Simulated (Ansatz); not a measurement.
Here is an Ansatz 0.2.0 calculation.

The input input.yaml:

```yaml
crystal:
  lattice:
    - [1.45, -4.065, 0.0]
    - [1.45, 4.065, 0.0]
    - [0.0, 0.0, 3.17]
  atoms:
    - { symbol: Ga, position: [0.133, 0.867, 0.75] }
    - { symbol: Ga, position: [0.867, 0.133, 0.25] }
hamiltonian:
  xc: pbesol
  pseudopotentials: { kind: paw_fr }
magnetization:
  noncollinear: true
  spin_orbit: true
kpoints:
  mp_grid: { grid: [10, 10, 8] }
  band_path:
    path:
      - [[0.0, 0.0, 0.0], [0.2818093587, 0.2818093587, 0.0], [0.0, 0.5, 0.0], [0.0, 0.5, 0.5], [0.2818093587, 0.2818093587, 0.5], [0.0, 0.0, 0.5], [0.0, 0.0, 0.0], [-0.5, 0.5, 0.0], [-0.2818093587, 0.7181906413, 0.0], [-0.2818093587, 0.7181906413, 0.5], [-0.5, 0.5, 0.5], [-0.5, 0.5, 0.0]]
      - [[0.0, 0.0, 0.5], [-0.5, 0.5, 0.5]]
    npoints: 14
scf:
  occupations: { method: fermi_dirac, width: 0.05 }
  n_extra_bands: 6
output:
  forces: true
  stress: true
  eigenvalues: true
  fatbands: false
  write_density: true
  write_potential: true
  elf: true
  volumetric_format: npy
```

Potentials or basis: Ansatz PAW.

Run with:

```sh
$ ansatz run input.yaml --threads 2 --pin off --max-ram 5632MiB --backend cpu --events-out ev --progress --plain --runs-dir out
```

(1) What does it give for the largest force?

(2) Predict the pressure.

(3) Predict the band gap on the k mesh.

Answers

(1) 0.211 eV/Å.

(2) -2.1 GPa.

(3) none (metal or under the smearing width).

Caveat: the PAW data sets come from PBE, with cores solved anew for the run's functional, which leaves a small shift of forces and pressure.
